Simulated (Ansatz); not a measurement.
Here is the system:

Relaxed BaSnO₃ (cubic perovskite):

```
CELL_PARAMETERS angstrom
      4.13132     0.00000     0.00000
      0.00000     4.13132     0.00000
      0.00000     0.00000     4.13132
ATOMIC_POSITIONS crystal
  Ba 0.00000 0.00000 0.00000
  Sn 0.50000 0.50000 0.50000
  O  0.00000 0.50000 0.50000
  O  0.50000 0.50000 0.00000
  O  0.50000 0.00000 0.50000
```

Scan: atom 3 (O, nearest neighbour Sn at 2.066 Å; its periodic images, 4.1 Å or more away, move with it) is displaced towards the nearest neighbour, direction (-1.000, 0.000, 0.000) in Cartesian axes, by s. The other atoms stay.

Method: r2SCAN (plane waves to 500 eV, PAW, scalar-relativistic; Ansatz, a quantum-chemistry and plane-wave program). k mesh 7×7×7 (Γ-centred), Fermi-Dirac smearing 0.05 eV. E stands for the smeared free energy. BaSnO3 was relaxed with its symmetry unable to fall. ΔE is measured from the undisplaced structure.

The scan covers s from -0.210 to 0.210 Å in 11 points.

Is the energy the same for equal positive and negative displacements?

Even: the same for both signs. With its periodic images moving along, the atom's site symmetry in this cell is 4/mmm.

What force acts on the atom along the line at s = -0.210 Å?

5.20 eV/Å.

What is the force constant k = d²E/ds² of this move at s = 0?

20.1 eV/Å².

(For displaced atoms, the force is minus the slope of the energy, and its curvature is a force constant, which sets phonon frequencies.)
